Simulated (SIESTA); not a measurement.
Runs of SIESTA 5.4.2 on ZrS. The structure is cubic, space group Fm-3m (No. 225). Conventional cell: a = 5.250 Å, b = 5.250 Å, c = 5.250 Å, α = 90.00°, β = 90.00°, γ = 90.00°. Around Zr (site symmetry m-3m) lie 6 S at 2.62 Å. S (site symmetry m-3m) has 6 Zr at 2.62 Å as nearest neighbours. 

```tsv
task	level	potentials or basis	cell	k mesh	optimiser	force tolerance	stress tolerance (GPa)	gap on the mesh (eV)	pressure (GPa)	V0 of scaled cells (Å³/atom)	B0 (GPa)
relaxation of cell and atoms	PBEsol	PseudoDojo 0.4 standard (PBEsol files), DZP (energy shift 0.003 Ry; two zetas on semicore shells)	relaxed	7 × 7 × 7	Broyden	0.01 eV/Å	0.05	none	0.0	-	-
equation of state	LDA	PseudoDojo 0.4 standard (LDA files), DZP (energy shift 0.003 Ry; two zetas on semicore shells)	as given	9 × 9 × 9	-	-	-	-	-	17.19	153
equation of state	PBEsol	PseudoDojo 0.4 standard (PBEsol files), DZP (energy shift 0.003 Ry; two zetas on semicore shells)	as given	9 × 9 × 9	-	-	-	-	-	17.51	(a)
band structure	LDA	PseudoDojo 0.4 standard (LDA files), DZP (energy shift 0.003 Ry; two zetas on semicore shells)	as given	9 × 9 × 9	-	-	-	none	(b)	-	-
```

Alike in all rows: no spin polarisation; smearing fermi-dirac 0.05 eV; grid cutoff 800 Ry; energy shift 0.003 Ry.

Estimate the missing entries.

(a) 145; (b) -6.9.

Caveats: the basis of atomic orbitals isn't converged, which shifts pressures, moduli and gaps.

A k mesh can miss the band edges, and the runs leave out spin-orbit coupling on Zr.

A gap of «none» marks a metal or a gap under the smearing width.

Not every run made on this cell is shown here.
